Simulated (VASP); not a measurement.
# Na (I4/mmm) in VASP: a series of runs

The runs below take Na through single point, with PBEsol.

Program: VASP 6.6.1. These are calculated values, not measurements. Logs are shortened: lines on timing, memory, paths and dates and some standing lists are left out, and cuts for length are marked.

## 1. Starting point

Symmetry: I4/mmm, No. 139, tetragonal system. The conventional cell has a = 3.789 Å, b = 3.789 Å, c = 5.311 Å, α = 90.00°, β = 90.00°, γ = 90.00°. Around Na (site symmetry 4/mmm) lie 12 Na at 3.77 to 3.79 Å.

This isn't the form of Na at room conditions, which is bcc.

## 2. Single point, PBEsol

Contents of INCAR:

```
  PREC = Accurate
  ENCUT = 520
  EDIFF = 1E-7
  ISMEAR = 0
  SIGMA = 0.15
  LREAL = F
  LASPH = T
  NELM = 100
  ALGO = Fast
  ISIF = 2
  LWAVE = F
  LCHARG = F
  GGA = PS
  NBANDS = 10
```

Contents of KPOINTS:

```
regular mesh
0
Gamma
  16 16 16
```

Contents of POSCAR:

```
Na
1.0
   -1.8946500000      1.8946500000      2.6556500000
    1.8946500000     -1.8946500000      2.6556500000
    1.8946500000      1.8946500000     -2.6556500000
Na
1
Direct
    0.0000000000      0.0000000000      0.0000000000
```

Potentials or basis: VASP PAW PBE potentials, release 64 (Na_pv).

Launch:

```sh
cat potpaw_PBE.64/Na_pv/POTCAR > POTCAR
mpirun -np 1 vasp_std > vasp.out
```

OUTCAR:

```text
PREC = Accurate
   ENCUT = 520
   EDIFF = 1E-7
   ISMEAR = 0
   LREAL = F
   LASPH = T
   NELM = 100
   ISIF = 2
   GGA = PS

 ion  position               nearest neighbor table
   1  0.000  0.000  0.000-

  LATTYP: Found a body centered tetragonal cell.
 ALAT       =     3.7893000000
 C/A-ratio  =     1.4016572982

  Lattice vectors:

 A1 = (  -1.8946500000,   1.8946500000,   2.6556500000)
 A2 = (   1.8946500000,  -1.8946500000,   2.6556500000)
 A3 = (   1.8946500000,   1.8946500000,  -2.6556500000)

Analysis of symmetry for initial positions (statically):
=====================================================================
 Subroutine PRICEL returns:
 Original cell was already a primitive cell.

 Routine SETGRP: Setting up the symmetry group for a
 body centered tetragonal supercell.

 Subroutine GETGRP returns: Found 16 space group operations
 (whereof 16 operations were pure point group operations)
 out of a pool of 16 trial point group operations.

The static configuration has the point symmetry D_4h.

Analysis of symmetry for dynamics (positions and initial velocities):
=====================================================================
 Subroutine PRICEL returns:
 Original cell was already a primitive cell.

 Routine SETGRP: Setting up the symmetry group for a
 body centered tetragonal supercell.

 Subroutine GETGRP returns: Found 16 space group operations
 (whereof 16 operations were pure point group operations)
 out of a pool of 16 trial point group operations.

The dynamic configuration has the point symmetry D_4h.

 Subroutine INISYM returns: Found 16 space group operations
 (whereof 16 operations are pure point group operations),
 and found     1 'primitive' translations

----------------------------------------------------------------------------------------

                                     Primitive cell

  volume of cell :      38.1319

  direct lattice vectors                    reciprocal lattice vectors
    -1.894650000  1.894650000  2.655650000     0.000000000  0.263900984  0.188277823
     1.894650000 -1.894650000  2.655650000     0.263900984  0.000000000  0.188277823
     1.894650000  1.894650000 -2.655650000     0.263900984  0.263900984  0.000000000

  length of vectors
     3.772515629  3.772515629  3.772515629     0.324179376  0.324179376  0.373212351

  position of ions in fractional coordinates (direct lattice)
     0.000000000  0.000000000  0.000000000

  ion indices of the primitive-cell ions
   primitive index   ion index
                 1           1

----------------------------------------------------------------------------------------

 KPOINTS: regular mesh

Automatic generation of k-mesh.
 Grid dimensions read from file:
 generate k-points for:   16   16   16

 Generating k-lattice:

  Cartesian coordinates                     Fractional coordinates (reciprocal lattice)
     0.000000000  0.016493812  0.011767364     0.062500000  0.000000000  0.000000000
     0.016493812  0.000000000  0.011767364     0.000000000  0.062500000  0.000000000
     0.016493812  0.016493812  0.000000000     0.000000000  0.000000000  0.062500000

  Length of vectors
     0.020261211  0.020261211  0.023325772

  Shift w.r.t. Gamma in fractional coordinates (k-lattice)
     0.000000000  0.000000000  0.000000000

 Subroutine IBZKPT returns following result:
 ===========================================

 Found    349 irreducible k-points:

 Following reciprocal coordinates:
            Coordinates               Weight
  0.000000  0.000000  0.000000      1.000000
  0.062500 -0.000000  0.000000      8.000000
  0.125000 -0.000000  0.000000      8.000000
  0.187500 -0.000000  0.000000      8.000000
  0.250000 -0.000000  0.000000      8.000000
  0.312500 -0.000000  0.000000      8.000000
[... 16 lines left out ...]
 -0.125000  0.062500 -0.000000     16.000000
 -0.062500  0.062500  0.000000      4.000000
 [... further k-points ...]
   k-points           NKPTS =    349   k-points in BZ     NKDIM =    349   number of bands    NBANDS=     10
   number of dos      NEDOS =    301   number of ions     NIONS =      1
   total plane-waves  NPLWV =  21952
   dimension x,y,z NGX =    28 NGY =   28 NGZ =   28
   dimension x,y,z NGXF=    56 NGYF=   56 NGZF=   56
   ions per type =               1
   NGX,Y,Z   is equivalent  to a cutoff of  12.34, 12.34, 12.34 a.u.
   NGXF,Y,Z  is equivalent  to a cutoff of  24.68, 24.68, 24.68 a.u.
 SYSTEM =  unknown system
   PREC   = accura    normal or accurate (medium, high low for compatibility)
   ISTART =      0    job   : 0-new  1-cont  2-samecut
   ICHARG =      2    charge: 1-file 2-atom 10-const
   ISPIN  =      1    spin polarized calculation?
   LNONCOLLINEAR =      F non collinear calculations
   LSORBIT =      F    spin-orbit coupling
   LASPH  =      T    aspherical Exc in radial PAW
   ENCUT  =  520.0 eV  38.22 Ry    6.18 a.u.   7.01  7.01  7.01*2*pi/ulx,y,z
   NELM   =    100;   NELMIN=  2; NELMDL= -5     # of ELM steps
   EDIFF  = 0.1E-06   stopping-criterion for ELM
   LREAL  =      F    real-space projection
   EDIFFG = 0.1E-05   stopping-criterion for IOM
   NSW    =      0    number of steps for IOM
   IBRION =     -1    ionic relax: 0-MD 1-quasi-New 2-CG
   NFREE  =      0    steps in history (QN), initial steepest desc. (CG)
   ISIF   =      2    stress and relaxation
   ISYM   =      2    0-nonsym 1-usesym 2-fastsym
   POTIM  = 0.5000    time-step for ionic-motion
   TEBEG  =    0.0;   TEEND  =   0.0 temperature during run
   PSTRESS=    0.0 pullay stress
   NELECT =       7.0000    total number of electrons
   NUPDOWN=      -1.0000    fix difference up-down
   EMIN   =  10.00;   EMAX   =-10.00  energy-range for DOS
   EFERMI =   0.00;   METHOD = LEGACY
   ISMEAR =     0;   SIGMA  =   0.15  broadening in eV -4-tet -1-fermi 0-gaus
   EFERMI_NEDOS =   21; number of points for ismear=-14 and -15
   IALGO  =     68    algorithm
   IMIX   =      4    mixing-type and parameters
     AMIX     =   0.40;   BMIX     =  1.00
     AMIX_MAG =   1.60;   BMIX_MAG =  1.00
  volume/ion in A,a.u.               =      38.13       257.33
  Fermi-wavevector in a.u.,A,eV,Ry     =   0.930418  1.758234 11.778249  0.865677
  Thomas-Fermi vector in A             =   2.056804
   LORBIT       =      0    0 simple, 1 ext, 2 COOP (PROOUT), +10 PAW based schemes
   GGA     = PS    functional components
   LHFCALC =     F    Hartree Fock is set to
   AEXX    =    0.0000 exact exchange contribution
   IVDW    =     0    specifies the selected vdW correction
   LEPSILON=     F    determine dielectric tensor
   LRPA    =     F    only Hartree local field effects (RPA)
 non-spin polarized calculation
 RMM-DIIS sequential band-by-band and
 Gauss-broadening in eV      SIGMA  =   0.15
  energy-cutoff  :      520.00
  volume of cell :       38.13
 maximum number of plane-waves:      1038
   NGX = 13   NGY = 13   NGZ = 13

 number of electron       6.9999994 magnetization

 Free energy of the ion-electron system (eV)
  ---------------------------------------------------
  ext. energy  EPLUGINS =         0.00000000
  ---------------------------------------------------
  free energy    TOTEN  =        -1.40125456 eV

  energy without entropy =       -1.39632425  energy(sigma->0) =       -1.39878941

 E-fermi :   0.2347     XC(G=0):  -6.4269

 val. band max:        0.2298236836   @ k =  -0.2500  -0.4375   0.1875
 cond. band min:       0.2870409979   @ k =  -0.3750   0.3750   0.1250
 fundamental gap:      0.0572173143
 Fermi energy:         0.2347018903

 k-point     1 :       0.0000    0.0000    0.0000
  band No.  band energies     occupation
      1     -24.5776      2.00000
      2     -24.5776      2.00000
      3     -24.5776      2.00000
      4      -2.9926      2.00000
      5      11.1403      0.00000
      6      11.1403      0.00000
      7      11.1709      0.00000
      8      12.2200      0.00000
      9      12.6516      0.00000
     10      12.6525      0.00000

 k-point     2 :       0.0625   -0.0000    0.0000
  band No.  band energies     occupation
      1     -24.5788      2.00000
      2     -24.5778      2.00000
      3     -24.5778      2.00000
      4      -2.9288      2.00000
      5      10.0566      0.00000
      6      10.9913      0.00000
      7      11.0188      0.00000
      8      12.3102      0.00000
      9      12.8973      0.00000
     10      12.9036      0.00000

 k-point     3 :       0.1250   -0.0000    0.0000
  band No.  band energies     occupation
      1     -24.5823      2.00000
      2     -24.5783      2.00000
      3     -24.5782      2.00000
      4      -2.7379      2.00000
      5       8.5446      0.00000
      6      10.7080      0.00000
      7      10.7489      0.00000
      8      12.0260      0.00000
      9      13.4568      0.00000
     10      13.4685      0.00000

 k-point     4 :       0.1875   -0.0000    0.0000
  band No.  band energies     occupation
      1     -24.5875      2.00000
      2     -24.5790      2.00000
      3     -24.5789      2.00000
      4      -2.4212      2.00000
      5       7.0607      0.00000
      6      10.4462      0.00000
      7      10.5015      0.00000
      8      11.7244      0.00000
      9      13.3752      0.00000
     10      13.5413      0.00000
[... 222 lines left out ...]
 k-point    22 :      -0.1875    0.0625   -0.0000
  band No.  band energies     occupation
      1     -24.5859      2.00000
      2     -24.5794      2.00000
      3     -24.5789      2.00000
      4      -2.4859      2.00000
      5       7.5860      0.00000
      6       9.8911      0.00000
      7      10.3617      0.00000
      8      12.2630      0.00000
      9      12.8083      0.00000
     10      13.2665      0.00000

 k-point    23 :      -0.1250    0.0625   -0.0000
  band No.  band energies     occupation
      1     -24.5814      2.00000
      2     -24.5786      2.00000
      3     -24.5784      2.00000
      4      -2.7601      2.00000
      5       9.0577      0.00000
      6      10.2017      0.00000
      7      10.5680      0.00000
      8      12.1655      0.00000
      9      13.0642      0.00000
     10      13.6108      0.00000

 k-point    24 :      -0.0625    0.0625    0.0000
  band No.  band energies     occupation
      1     -24.5788      2.00000
      2     -24.5781      2.00000
      3     -24.5780      2.00000
      4      -2.9081      2.00000
      5      10.3484      0.00000
      6      10.5794      0.00000
      7      10.6014      0.00000
      8      12.2132      0.00000
      9      13.1789      0.00000
     10      13.3664      0.00000

 [... further k-points ...]

------------------------ aborting loop because EDIFF is reached ----------------------------------------

  FORCE on cell =-STRESS in cart. coord.  units (eV):
  Direction    XX          YY          ZZ          XY          YZ          ZX
  --------------------------------------------------------------------------------------
  -------------------------------------------------------------------------------------
  Total       -0.0797833     -0.0797833     -0.0743261      0.0000000     -0.0000000      0.0000000
  in kB       -3.3522295     -3.3522295     -3.1229365      0.0000000     -0.0000000      0.0000000
  external PRESSURE =      -3.2757985 kB  Pullay stress =       0.0000000 kB

 VOLUME and BASIS-vectors are now :
 -----------------------------------------------------------------------------
  energy-cutoff  :      520.00
  volume of cell :       38.13
      direct lattice vectors                 reciprocal lattice vectors
    -1.894650000  1.894650000  2.655650000     0.000000000  0.263900984  0.188277823
     1.894650000 -1.894650000  2.655650000     0.263900984  0.000000000  0.188277823
     1.894650000  1.894650000 -2.655650000     0.263900984  0.263900984  0.000000000

 POSITION                                       TOTAL-FORCE (eV/Angst)
 -----------------------------------------------------------------------------------
      0.00000      0.00000      0.00000         0.000000     -0.000000      0.000000
 -----------------------------------------------------------------------------------
    total drift:                               -0.000000     -0.000000     -0.000000

  FREE ENERGIE OF THE ION-ELECTRON SYSTEM (eV)
  ---------------------------------------------------
  free  energy   TOTEN  =        -1.4012545624 eV

  energy  without entropy=       -1.3963242542  energy(sigma->0) =       -1.39878941
```

Wall time 87 s (1 thread of Intel Xeon Platinum 8488C (Sapphire Rapids), shared host); peak memory 0.22 GiB.

Results:

```
Free energy            : -1.4013 eV
Pressure               : -0.3 GPa
Band gap on the k mesh : none (metal or under the smearing width)
```

Caveat: the PAW data sets were made with another functional, which shifts forces and pressure a little.

## 3. Single point, PBEsol

This run uses another cell than the first one, of 37.51 Å³/atom, 0.984 times its volume.

Contents of INCAR:

```
PREC     = Accurate       # precision mode
ENCUT    = 520            # plane-wave cutoff, eV
EDIFF    = 1E-7           # SCF threshold, eV
ISMEAR   = 0              # smearing method
SIGMA    = 0.15           # smearing width, eV
LREAL    = F              # projectors in reciprocal space
LASPH    = T              # aspherical terms in the spheres
NELM     = 100            # most SCF steps
ALGO     = Fast           # electronic algorithm
ISIF     = 2              # what is computed and relaxed
LWAVE    = F              # write WAVECAR
LCHARG   = F              # write CHGCAR
GGA      = PS             # functional
NBANDS   = 10             # bands
```

Contents of KPOINTS:

```
Automatic mesh
0
Gamma
  16 16 16
```

Contents of POSCAR:

```
Na
1.0
   -1.8946500000      1.8946500000      2.6120919067
    1.8946500000     -1.8946500000      2.6120919067
    1.8946500000      1.8946500000     -2.6120919067
Na
1
Direct
    0.0000000000      0.0000000000      0.0000000000
```

Potentials or basis: VASP PAW PBE potentials, release 64 (Na_pv).

Launch:

```sh
cat potpaw_PBE.64/Na_pv/POTCAR > POTCAR
mpirun -np 1 vasp_std > vasp.out
```

Run time: 89 s. Hardware: 1 thread of Intel Xeon Platinum 8488C (Sapphire Rapids), shared host; peak memory 0.22 GiB.

It converged, with:

| Item | Value |
| --- | --- |
| Free energy | -1.4023 eV |
| Pressure | -0.2 GPa |
| Band gap on the k mesh | none (metal or under the smearing width) |

Levels at points of the mesh, in eV from the Fermi level:
```
           k point  band 2  band 3  band 4  band 5  band 6  band 7
(0.00, 0.00, 0.00)  -24.80  -24.80   -3.26   10.99   10.99   11.08
(0.50, 0.00, 0.00)  -24.81  -24.80    0.54    0.95    9.88   10.22
(0.50, 0.50, 0.00)  -24.81  -24.81    1.65    2.21    6.30    7.16
(0.50, 0.50, 0.50)  -24.81  -24.81    1.91    2.46    6.07    6.89
```

Caveat: the PAW data sets were made with another functional, which shifts forces and pressure a little.
